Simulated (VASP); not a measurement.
# NiO (F-43m) in VASP: a series of runs, part 2 of 2

VASP 6.6.1. Earlier steps stand in the parts before.

## Step 3: Band structure, PBEsol, collinear spin, ferromagnetic start

POSCAR

```
NiO
1.0
    0.0000000000      2.2406300000      2.2406300000
    2.2406300000      0.0000000000      2.2406300000
    2.2406300000      2.2406300000      0.0000000000
Ni O
1 1
Direct
    0.0000000000      0.0000000000      0.0000000000
    0.7500000000      0.7500000000      0.7500000000
```

INCAR.step1

```
PREC = Accurate
ENCUT = 520
EDIFF = 1E-6
ISMEAR = -1
SIGMA = 0.05
LREAL = False
LASPH = True
NELM = 120
ALGO = Normal
ISIF = 2
LWAVE = False
LCHARG = True
ISPIN = 2
MAGMOM = 1 0
LORBIT = 11
LMAXMIX = 4
GGA = PS
```

KPOINTS.step1

```
regular mesh
0
Gamma
  7 7 7
```

INCAR.step2

```
PREC = Accurate
ENCUT = 520
EDIFF = 1E-6
ISMEAR = 0
SIGMA = 0.05
LREAL = False
LASPH = True
NELM = 120
ALGO = Normal
ISIF = 2
LWAVE = False
LCHARG = False
ISPIN = 2
MAGMOM = 1 0
LORBIT = 11
LMAXMIX = 4
GGA = PS
ICHARG = 11
```

KPOINTS.step2

```
path GXWKGLUWLK,UX
15
line-mode
reciprocal
 0.0000000000  0.0000000000  0.0000000000  G
 0.5000000000  0.0000000000  0.5000000000  X

 0.5000000000  0.0000000000  0.5000000000  X
 0.5000000000  0.2500000000  0.7500000000  W

 0.5000000000  0.2500000000  0.7500000000  W
 0.3750000000  0.3750000000  0.7500000000  K

 0.3750000000  0.3750000000  0.7500000000  K
 0.0000000000  0.0000000000  0.0000000000  G

 0.0000000000  0.0000000000  0.0000000000  G
 0.5000000000  0.5000000000  0.5000000000  L

 0.5000000000  0.5000000000  0.5000000000  L
 0.6250000000  0.2500000000  0.6250000000  U

 0.6250000000  0.2500000000  0.6250000000  U
 0.5000000000  0.2500000000  0.7500000000  W

 0.5000000000  0.2500000000  0.7500000000  W
 0.5000000000  0.5000000000  0.5000000000  L

 0.5000000000  0.5000000000  0.5000000000  L
 0.3750000000  0.3750000000  0.7500000000  K

 0.6250000000  0.2500000000  0.6250000000  U
 0.5000000000  0.0000000000  0.5000000000  X
```

Potentials or basis: VASP PAW PBE potentials, release 64 (Ni, O).

On the command line:

```bash
$ cat potpaw_PBE.64/Ni/POTCAR potpaw_PBE.64/O/POTCAR > POTCAR
$ cp INCAR.step1 INCAR
$ cp KPOINTS.step1 KPOINTS
$ mpirun -np 1 vasp_std > vasp.out
$ cp INCAR.step2 INCAR
$ cp KPOINTS.step2 KPOINTS
$ mpirun -np 1 vasp_std > vasp.out
```

OUTCAR:

```text
PREC = Accurate
   ENCUT = 520
   EDIFF = 1E-6
   ISMEAR = 0
   LREAL = False
   LASPH = True
   NELM = 120
   ISIF = 2
   ISPIN = 2
   LORBIT = 11
   GGA = PS
   ICHARG = 11

 ion  position               nearest neighbor table
   1  0.000  0.000  0.000-   2 1.94   2 1.94   2 1.94   2 1.94
   2  0.750  0.750  0.750-   1 1.94   1 1.94   1 1.94   1 1.94

  LATTYP: Found a face centered cubic cell.
 ALAT       =     4.4812600000

  Lattice vectors:

 A1 = (   0.0000000000,   2.2406300000,   2.2406300000)
 A2 = (   2.2406300000,   0.0000000000,   2.2406300000)
 A3 = (   2.2406300000,   2.2406300000,   0.0000000000)
[... 976 lines left out ...]

 VOLUME and BASIS-vectors are now :
 -----------------------------------------------------------------------------
  energy-cutoff  :      520.00
  volume of cell :       22.50
      direct lattice vectors                 reciprocal lattice vectors
     0.000000000  2.240630000  2.240630000    -0.223151524  0.223151524  0.223151524
     2.240630000  0.000000000  2.240630000     0.223151524 -0.223151524  0.223151524
     2.240630000  2.240630000  0.000000000     0.223151524  0.223151524 -0.223151524

 POSITION                                       TOTAL-FORCE (eV/Angst)
 -----------------------------------------------------------------------------------
      0.00000      0.00000      0.00000         0.000000      0.000000      0.000000
      3.36095      3.36095      3.36095        -0.000000     -0.000000     -0.000000
 -----------------------------------------------------------------------------------
    total drift:                               -0.000000     -0.000000     -0.000000

  FREE ENERGIE OF THE ION-ELECTRON SYSTEM (eV)
  ---------------------------------------------------
  free  energy   TOTEN  =       -12.7554149298 eV

  energy  without entropy=      -12.7511671264  energy(sigma->0) =      -12.75329103

 total charge

# of ion       s       p       d       tot
------------------------------------------
    1        0.384   0.511   8.255   9.150
    2        1.552   3.338   0.000   4.890
--------------------------------------------------
tot          1.936   3.849   8.255  14.040

 magnetization (x)

# of ion       s       p       d       tot
------------------------------------------
    1        0.000   0.026   1.114   1.141
    2        0.012   0.227   0.000   0.238
--------------------------------------------------
tot          0.012   0.253   1.114   1.379
```

OUTCAR.step1:

```text
PREC = Accurate
   ENCUT = 520
   EDIFF = 1E-6
   ISMEAR = -1
   LREAL = False
   LASPH = True
   NELM = 120
   ISIF = 2
[... 881 lines left out ...]

  energy  without entropy=      -12.4600877808  energy(sigma->0) =      -12.46808623

 total charge

# of ion       s       p       d       tot
------------------------------------------
    1        0.383   0.484   8.248   9.115
    2        1.551   3.391   0.000   4.942
--------------------------------------------------
tot          1.934   3.875   8.248  14.057

 magnetization (x)

# of ion       s       p       d       tot
------------------------------------------
    1        0.003   0.038   1.380   1.421
    2        0.016   0.322   0.000   0.337
--------------------------------------------------
tot          0.019   0.360   1.380   1.759
```

OSZICAR.step1:

```text
N       E                     dE             d eps       ncg     rms          rms(c)
DAV:   1     0.879843270882E+02    0.87984E+02   -0.77513E+03  1056   0.142E+03
DAV:   2    -0.882779137570E+01   -0.96812E+02   -0.86123E+02  1080   0.284E+02
DAV:   3    -0.150801867779E+02   -0.62524E+01   -0.60370E+01  1235   0.811E+01
DAV:   4    -0.151524716286E+02   -0.72285E-01   -0.72237E-01  1120   0.891E+00
DAV:   5    -0.151539842874E+02   -0.15127E-02   -0.15126E-02  1228   0.133E+00    0.174E+01
DAV:   6    -0.149448809411E+02    0.20910E+00   -0.31656E+01  1097   0.110E+02    0.238E+01
DAV:   7    -0.124814265645E+02    0.24635E+01   -0.13055E+01  1136   0.911E+01    0.666E+00
DAV:   8    -0.124890274073E+02   -0.76008E-02   -0.56639E-01  1156   0.955E+00    0.344E+00
DAV:   9    -0.124744585905E+02    0.14569E-01   -0.95653E-02  1509   0.538E+00    0.125E+00
DAV:  10    -0.124769393830E+02   -0.24808E-02   -0.91729E-03  1219   0.135E+00    0.581E-01
DAV:  11    -0.124761331286E+02    0.80625E-03   -0.13373E-02  1419   0.232E+00    0.199E-01
DAV:  12    -0.124760930279E+02    0.40101E-04   -0.14039E-03  1276   0.571E-01    0.626E-02
DAV:  13    -0.124760799647E+02    0.13063E-04   -0.34363E-04  1163   0.186E-01    0.302E-02
DAV:  14    -0.124760877964E+02   -0.78317E-05   -0.18108E-05  1088   0.565E-02    0.214E-02
DAV:  15    -0.124760846665E+02    0.31299E-05   -0.14354E-05  1299   0.394E-02    0.688E-03
DAV:  16    -0.124760846798E+02   -0.13268E-07   -0.73324E-07   590   0.150E-02
   1 F= -.12476085E+02 E0= -.12468086E+02  d E =-.159969E-01  mag=     1.8111
```

Wall time 25 s (1 thread of Intel Xeon Platinum 8488C (Sapphire Rapids), shared host); peak memory 0.19 GiB.

What came out:

```
Band gap along the path : none (metal or under the smearing width)
Net moment              : 1.81 μB per cell
```

Levels at the corners of the path, in eV from the Fermi level:
Spin up:
| point | band 7 | band 8 | band 9 | band 10 | band 11 | band 12 |
| --- | --- | --- | --- | --- | --- | --- |
| Γ | 0.27 | 0.27 | 0.27 | 0.40 | 14.20 | 14.20 |
| X | -1.74 | -1.74 | -1.69 | 5.34 | 9.95 | 11.03 |
| X | -1.74 | -1.74 | -1.69 | 5.34 | 9.95 | 11.03 |
| W | -2.03 | -1.96 | -0.95 | 7.07 | 9.86 | 10.42 |
| W | -2.03 | -1.96 | -0.95 | 7.07 | 9.86 | 10.42 |
| K | -2.20 | -1.43 | -1.18 | 6.62 | 9.33 | 10.11 |
| K | -2.20 | -1.43 | -1.18 | 6.62 | 9.33 | 10.11 |
| Γ | 0.27 | 0.27 | 0.27 | 0.40 | 14.20 | 14.20 |
| Γ | 0.27 | 0.27 | 0.27 | 0.40 | 14.20 | 14.20 |
| L | -2.27 | -0.56 | -0.56 | 5.80 | 7.27 | 13.72 |
| L | -2.27 | -0.56 | -0.56 | 5.80 | 7.27 | 13.72 |
| U | -2.20 | -1.43 | -1.18 | 6.62 | 9.33 | 10.11 |
| U | -2.20 | -1.43 | -1.18 | 6.62 | 9.33 | 10.11 |
| W | -2.03 | -1.96 | -0.95 | 7.07 | 9.86 | 10.42 |
| W | -2.03 | -1.96 | -0.95 | 7.07 | 9.86 | 10.42 |
| L | -2.27 | -0.56 | -0.56 | 5.80 | 7.27 | 13.72 |
| L | -2.27 | -0.56 | -0.56 | 5.80 | 7.27 | 13.72 |
| K | -2.20 | -1.43 | -1.18 | 6.62 | 9.33 | 10.11 |
| U | -2.20 | -1.43 | -1.18 | 6.62 | 9.33 | 10.11 |
| X | -1.74 | -1.74 | -1.69 | 5.34 | 9.95 | 11.03 |
Spin down:
```
point  band 4  band 5  band 6  band 7  band 8  band 9  band 10  band 11  band 12  band 13
    Γ   -5.02   -1.25   -1.25    0.68    1.74    1.74     1.74    14.45    14.45    14.45
    X   -4.42   -1.58   -0.94   -0.65   -0.14   -0.14     5.80    10.54    11.29    14.87
    X   -4.42   -1.58   -0.94   -0.65   -0.14   -0.14     5.80    10.54    11.29    14.87
    W   -4.49   -1.65   -1.22   -0.85   -0.27    0.36     7.58    10.46    10.74    11.82
    W   -4.49   -1.65   -1.22   -0.85   -0.27    0.36     7.58    10.46    10.74    11.82
    K   -4.52   -1.68   -1.07   -0.73   -0.10    0.24     7.07     9.79    10.55    14.58
    K   -4.52   -1.68   -1.07   -0.73   -0.10    0.24     7.07     9.79    10.55    14.58
    Γ   -5.02   -1.25   -1.25    0.68    1.74    1.74     1.74    14.45    14.45    14.45
    Γ   -5.02   -1.25   -1.25    0.68    1.74    1.74     1.74    14.45    14.45    14.45
    L   -4.76   -1.07   -1.07   -0.78    0.84    0.84     6.08     7.75    14.03    14.03
    L   -4.76   -1.07   -1.07   -0.78    0.84    0.84     6.08     7.75    14.03    14.03
    U   -4.52   -1.68   -1.07   -0.73   -0.10    0.24     7.07     9.79    10.55    14.58
    U   -4.52   -1.68   -1.07   -0.73   -0.10    0.24     7.07     9.79    10.55    14.58
    W   -4.49   -1.65   -1.22   -0.85   -0.27    0.36     7.58    10.46    10.74    11.82
    W   -4.49   -1.65   -1.22   -0.85   -0.27    0.36     7.58    10.46    10.74    11.82
    L   -4.76   -1.07   -1.07   -0.78    0.84    0.84     6.08     7.75    14.03    14.03
    L   -4.76   -1.07   -1.07   -0.78    0.84    0.84     6.08     7.75    14.03    14.03
    K   -4.52   -1.68   -1.07   -0.73   -0.10    0.24     7.07     9.79    10.55    14.58
    U   -4.52   -1.68   -1.07   -0.73   -0.10    0.24     7.07     9.79    10.55    14.58
    X   -4.42   -1.58   -0.94   -0.65   -0.14   -0.14     5.80    10.54    11.29    14.87
```

Caveat: the log is that of the step along the path at fixed density, whose energy, stress, charges and moments have no meaning; the PAW data sets were made with another functional, which shifts forces and pressure a little; a cell with one magnetic atom can't hold antiferromagnetic order, which such compounds often take; semilocal functionals often make such compounds metallic where correlation or magnetic order opens a gap, which also shifts bond lengths.

## Step 4: Band structure, RPBE, collinear spin, ferromagnetic start

POSCAR is that of step 3.

INCAR.step1: that of step 3 with these lines changed.

```diff
@@ -16,2 +16,2 @@
 LMAXMIX = 4
-GGA = PS
+GGA = RP
```

KPOINTS.step1 is that of step 3.

INCAR.step2: that of step 3 with these lines changed.

```diff
@@ -16,3 +16,3 @@
 LMAXMIX = 4
-GGA = PS
+GGA = RP
 ICHARG = 11
```

KPOINTS.step2 is that of step 3.

On the command line:

```bash
$ cat potpaw_PBE.64/Ni/POTCAR potpaw_PBE.64/O/POTCAR > POTCAR
$ cp INCAR.step1 INCAR
$ cp KPOINTS.step1 KPOINTS
$ mpirun -np 1 vasp_std > vasp.out
$ cp INCAR.step2 INCAR
$ cp KPOINTS.step2 KPOINTS
$ mpirun -np 1 vasp_std > vasp.out
```

It took 26 s on 1 thread of Intel Xeon Platinum 8488C (Sapphire Rapids), shared host; peak memory 0.2 GiB.

It converged, with:

| Property | Result |
| --- | --- |
| Band gap along the path | none (metal or under the smearing width) |
| Net moment | 1.92 μB per cell |

Levels at the corners of the path, in eV from the Fermi level:
Spin up:
```
point  band 7  band 8  band 9  band 10  band 11  band 12
    Γ    0.12    0.12    0.12     0.51    14.37    14.37
    X   -1.91   -1.91   -1.79     5.44    10.04    11.33
    X   -1.91   -1.91   -1.79     5.44    10.04    11.33
    W   -2.24   -2.07   -1.09     7.17     9.93    10.71
    W   -2.24   -2.07   -1.09     7.17     9.93    10.71
    K   -2.39   -1.55   -1.33     6.72     9.45    10.34
    K   -2.39   -1.55   -1.33     6.72     9.45    10.34
    Γ    0.12    0.12    0.12     0.51    14.37    14.37
    Γ    0.12    0.12    0.12     0.51    14.37    14.37
    L   -2.40   -0.70   -0.70     5.96     7.38    13.86
    L   -2.40   -0.70   -0.70     5.96     7.38    13.86
    U   -2.39   -1.55   -1.33     6.72     9.45    10.34
    U   -2.39   -1.55   -1.33     6.72     9.45    10.34
    W   -2.24   -2.07   -1.09     7.17     9.93    10.71
    W   -2.24   -2.07   -1.09     7.17     9.93    10.71
    L   -2.40   -0.70   -0.70     5.96     7.38    13.86
    L   -2.40   -0.70   -0.70     5.96     7.38    13.86
    K   -2.39   -1.55   -1.33     6.72     9.45    10.34
    U   -2.39   -1.55   -1.33     6.72     9.45    10.34
    X   -1.91   -1.91   -1.79     5.44    10.04    11.33
```
Spin down:
```tsv
point	band 5	band 6	band 7	band 8	band 9	band 10	band 11	band 12
Γ	-1.40	-1.40	0.77	1.78	1.78	1.78	14.60	14.60
X	-1.51	-1.09	-0.77	-0.08	-0.08	5.86	10.69	11.54
X	-1.51	-1.09	-0.77	-0.08	-0.08	5.86	10.69	11.54
W	-1.58	-1.26	-1.00	-0.22	0.33	7.65	10.59	11.01
W	-1.58	-1.26	-1.00	-0.22	0.33	7.65	10.59	11.01
K	-1.63	-1.18	-0.78	-0.10	0.26	7.14	9.95	10.76
K	-1.63	-1.18	-0.78	-0.10	0.26	7.14	9.95	10.76
Γ	-1.40	-1.40	0.77	1.78	1.78	1.78	14.60	14.60
Γ	-1.40	-1.40	0.77	1.78	1.78	1.78	14.60	14.60
L	-1.19	-1.19	-0.73	0.87	0.87	6.25	7.85	14.16
L	-1.19	-1.19	-0.73	0.87	0.87	6.25	7.85	14.16
U	-1.63	-1.18	-0.78	-0.10	0.26	7.14	9.95	10.76
U	-1.63	-1.18	-0.78	-0.10	0.26	7.14	9.95	10.76
W	-1.58	-1.26	-1.00	-0.22	0.33	7.65	10.59	11.01
W	-1.58	-1.26	-1.00	-0.22	0.33	7.65	10.59	11.01
L	-1.19	-1.19	-0.73	0.87	0.87	6.25	7.85	14.16
L	-1.19	-1.19	-0.73	0.87	0.87	6.25	7.85	14.16
K	-1.63	-1.18	-0.78	-0.10	0.26	7.14	9.95	10.76
U	-1.63	-1.18	-0.78	-0.10	0.26	7.14	9.95	10.76
X	-1.51	-1.09	-0.77	-0.08	-0.08	5.86	10.69	11.54
```

Caveat: the log is that of the step along the path at fixed density, whose energy, stress, charges and moments have no meaning; the PAW data sets were made with another functional, which shifts forces and pressure a little; a cell with one magnetic atom can't hold antiferromagnetic order, which such compounds often take; semilocal functionals often make such compounds metallic where correlation or magnetic order opens a gap, which also shifts bond lengths.

## Step 5: Band structure, revPBE, collinear spin, ferromagnetic start

POSCAR is that of step 4.

INCAR.step1: that of step 4 with these lines changed.

```diff
@@ -16,2 +16,2 @@
 LMAXMIX = 4
-GGA = RP
+GGA = RE
```

KPOINTS.step1 is that of step 4.

INCAR.step2: that of step 4 with these lines changed.

```diff
@@ -16,3 +16,3 @@
 LMAXMIX = 4
-GGA = RP
+GGA = RE
 ICHARG = 11
```

KPOINTS.step2 is that of step 4.

On the command line:

```bash
$ cat potpaw_PBE.64/Ni/POTCAR potpaw_PBE.64/O/POTCAR > POTCAR
$ cp INCAR.step1 INCAR
$ cp KPOINTS.step1 KPOINTS
$ mpirun -np 1 vasp_std > vasp.out
$ cp INCAR.step2 INCAR
$ cp KPOINTS.step2 KPOINTS
$ mpirun -np 1 vasp_std > vasp.out
```

It took 26 s on 1 thread of Intel Xeon Platinum 8488C (Sapphire Rapids), shared host; peak memory 0.2 GiB.

Results (log left out):

| Quantity | Value |
| --- | --- |
| Band gap along the path | none (metal or under the smearing width) |
| Net moment | 1.91 μB per cell |

Levels at the corners of the path, in eV from the Fermi level:
Spin up:
```tsv
point	band 7	band 8	band 9	band 10	band 11	band 12
Γ	0.14	0.14	0.14	0.49	14.35	14.35
X	-1.89	-1.89	-1.77	5.43	10.03	11.30
X	-1.89	-1.89	-1.77	5.43	10.03	11.30
W	-2.22	-2.05	-1.07	7.16	9.92	10.67
W	-2.22	-2.05	-1.07	7.16	9.92	10.67
K	-2.36	-1.53	-1.31	6.71	9.43	10.31
K	-2.36	-1.53	-1.31	6.71	9.43	10.31
Γ	0.14	0.14	0.14	0.49	14.35	14.35
Γ	0.14	0.14	0.14	0.49	14.35	14.35
L	-2.38	-0.68	-0.68	5.94	7.37	13.85
L	-2.38	-0.68	-0.68	5.94	7.37	13.85
U	-2.36	-1.53	-1.31	6.71	9.43	10.31
U	-2.36	-1.53	-1.31	6.71	9.43	10.31
W	-2.22	-2.05	-1.07	7.16	9.92	10.67
W	-2.22	-2.05	-1.07	7.16	9.92	10.67
L	-2.38	-0.68	-0.68	5.94	7.37	13.85
L	-2.38	-0.68	-0.68	5.94	7.37	13.85
K	-2.36	-1.53	-1.31	6.71	9.43	10.31
U	-2.36	-1.53	-1.31	6.71	9.43	10.31
X	-1.89	-1.89	-1.77	5.43	10.03	11.30
```
Spin down:
```csv
point,band 5,band 6,band 7,band 8,band 9,band 10,band 11,band 12
Γ,-1.38,-1.38,0.76,1.77,1.77,1.77,14.59,14.59
X,-1.51,-1.08,-0.76,-0.09,-0.09,5.87,10.67,11.52
X,-1.51,-1.08,-0.76,-0.09,-0.09,5.87,10.67,11.52
W,-1.59,-1.26,-0.98,-0.23,0.33,7.65,10.57,10.98
W,-1.59,-1.26,-0.98,-0.23,0.33,7.65,10.57,10.98
K,-1.63,-1.17,-0.77,-0.10,0.26,7.14,9.93,10.74
K,-1.63,-1.17,-0.77,-0.10,0.26,7.14,9.93,10.74
Γ,-1.38,-1.38,0.76,1.77,1.77,1.77,14.59,14.59
Γ,-1.38,-1.38,0.76,1.77,1.77,1.77,14.59,14.59
L,-1.18,-1.18,-0.73,0.86,0.86,6.23,7.84,14.15
L,-1.18,-1.18,-0.73,0.86,0.86,6.23,7.84,14.15
U,-1.63,-1.17,-0.77,-0.10,0.26,7.14,9.93,10.74
U,-1.63,-1.17,-0.77,-0.10,0.26,7.14,9.93,10.74
W,-1.59,-1.26,-0.98,-0.23,0.33,7.65,10.57,10.98
W,-1.59,-1.26,-0.98,-0.23,0.33,7.65,10.57,10.98
L,-1.18,-1.18,-0.73,0.86,0.86,6.23,7.84,14.15
L,-1.18,-1.18,-0.73,0.86,0.86,6.23,7.84,14.15
K,-1.63,-1.17,-0.77,-0.10,0.26,7.14,9.93,10.74
U,-1.63,-1.17,-0.77,-0.10,0.26,7.14,9.93,10.74
X,-1.51,-1.08,-0.76,-0.09,-0.09,5.87,10.67,11.52
```

Caveat: the log is that of the step along the path at fixed density, whose energy, stress, charges and moments have no meaning; the PAW data sets were made with another functional, which shifts forces and pressure a little; a cell with one magnetic atom can't hold antiferromagnetic order, which such compounds often take; semilocal functionals often make such compounds metallic where correlation or magnetic order opens a gap, which also shifts bond lengths.

## Step 6: The reference run

An earlier run on the cell as given: functional PBE; potentials or basis VASP PAW PBE potentials, release 64 (Ni, O); cutoff 520 eV; k mesh 10 × 10 × 10; occupations fermi-dirac, width 0.05 eV; collinear spin, ferromagnetic start; starting moments [1.0, 0.0] μB.

- Pressure: 0.3 GPa
- Band gap on the k mesh: none (metal or under the smearing width)
- Net moment: 1.91 μB per cell
- Site moments: Ni +1.50; O +0.36 μB
- Valence electrons inside the program's atomic spheres: Ni 9.10; O 4.97

## Step 7: Summary

```csv
task,level,k mesh,moment (μB)
band structure,PBE,7 × 7 × 7,1.86
band structure,PBEsol,7 × 7 × 7,1.81
band structure,RPBE,7 × 7 × 7,1.92
band structure,revPBE,7 × 7 × 7,1.91
single point,PBE,10 × 10 × 10,1.91
```

Alike in all rows: potentials or basis VASP PAW PBE potentials, release 64 (Ni, O); spin collinear, ferromagnetic start; cell as given; cutoff (eV) 520; smearing fermi-dirac 0.05 eV.

Caveats: a cell with one magnetic atom can't hold antiferromagnetic order, which such compounds often take; semilocal functionals often make such compounds metallic where correlation or magnetic order opens a gap, which also shifts bond lengths; the PAW data sets were made with another functional, which shifts forces and pressure a little (some runs).

Absolute energies hang on the potentials; compare differences alone.
